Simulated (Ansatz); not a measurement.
# MnO under changes of volume

One of the cells (14.337 Å³/atom); the others are scaled copies at fixed shape and fractional positions:

```xyz
2
Lattice="2.9713 -1.7170 0.0000 2.9713 1.7170 0.0000 -1.9846 0.0000 2.8103" Properties=species:S:1:pos:R:3 pbc="T T T"
Mn    1.9788    0.0000    1.4070
O     3.9609    0.0000    0.7007
```

The cell comes from a database or a generator and needn't be the stable form of this composition.

- Program: Ansatz 0.2.0
- Functional: r2SCAN
- Potentials or basis: Ansatz PAW
- Cutoff: 500 eV (not typed: the program's choice for these potentials)
- k mesh: 9 × 9 × 9
- Occupations: fermi-dirac, width 0.05 eV
- Spin: collinear spin, ferromagnetic start
- Starting moments: [4.0, 0.0] μB

```tsv
volume (Å³/atom)	energy over the lowest point (meV/atom)	pressure (GPa)	largest force (eV/Å)
13.477	0.00	0.8	0.004
13.764	0.96	-1.8	0.002
14.050	6.39	-4.2	0.002
14.337	?	?	?
14.624	28.75	-8.2	0.002
14.911	44.91	-9.9	0.003
15.197	63.89	-11.4	0.004
```

Task: What does the run at 14.337 Å³/atom give?

Result: Energy over the lowest point 15.78 meV/atom; pressure -6.3 GPa; largest force 0.002 eV/Å.

Worked out: A Birch-Murnaghan fit of order 3 (a polynomial in V^(-2/3)) to the other rows has its minimum at 13.56 Å³/atom with B0 = V·E''(V) = 127 GPa and B' = 4.2 at fixed shape and positions, which overstates the stiffness. It gives 15.78 meV/atom at 14.337 Å³/atom, against the run's 15.78, and -dE/dV = -6.3 GPa, against -6.3.

Energies are extrapolated to zero smearing.

Caveats: the magnetic or orbital state may not be the lowest; a cell with one magnetic atom can't hold antiferromagnetic order, which such compounds often take; the PAW data sets come from PBE, with cores solved anew for the run's functional, which leaves a small shift of forces and pressure.
